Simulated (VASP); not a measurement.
# Ca under changes of volume

One of the cells (43.961 Å³/atom); the others are scaled copies at fixed shape and fractional positions:

```
CELL_PARAMETERS angstrom
-2.11037 2.11565 2.46155
2.11037 -2.11565 2.46155
2.11037 2.11565 -2.46155
ATOMIC_POSITIONS crystal
Ca 0.50000 0.50000 0.00000
```

This isn't the form of Ca at room conditions, which is fcc.

* Program: VASP 6.6.1
* Functional: PBE
* Potentials or basis: VASP PAW PBE potentials, release 64 (Ca_sv)
* Cutoff: 520 eV
* k mesh: 9 × 9 × 9
* Occupations: fermi-dirac, width 0.05 eV
* Spin: no spin polarisation

| volume (Å³/atom) | energy over the lowest point (meV/atom) | pressure (GPa) |
| --- | --- | --- |
| 40.513 | ? | ? |
| 41.375 | 0.81 | 0.3 |
| 42.237 | 0.00 | 0.0 |
| 43.961 | 3.85 | -0.7 |
| 44.823 | 8.20 | -1.0 |
| 45.685 | 13.96 | -1.2 |

Problem. What does the run at 40.513 Å³/atom give?

Solution. Energy over the lowest point 3.67 meV/atom; pressure 0.7 GPa.

Worked out: A Birch-Murnaghan fit of order 3 (a polynomial in V^(-2/3)) to the other rows has its minimum at 42.17 Å³/atom with B0 = V·E''(V) = 17.2 GPa and B' = 3.6 at fixed shape and positions, which overstates the stiffness. It gives 3.69 meV/atom at 40.513 Å³/atom, against the run's 3.67, and -dE/dV = 0.7 GPa, against 0.7.

Energies are extrapolated to zero smearing.
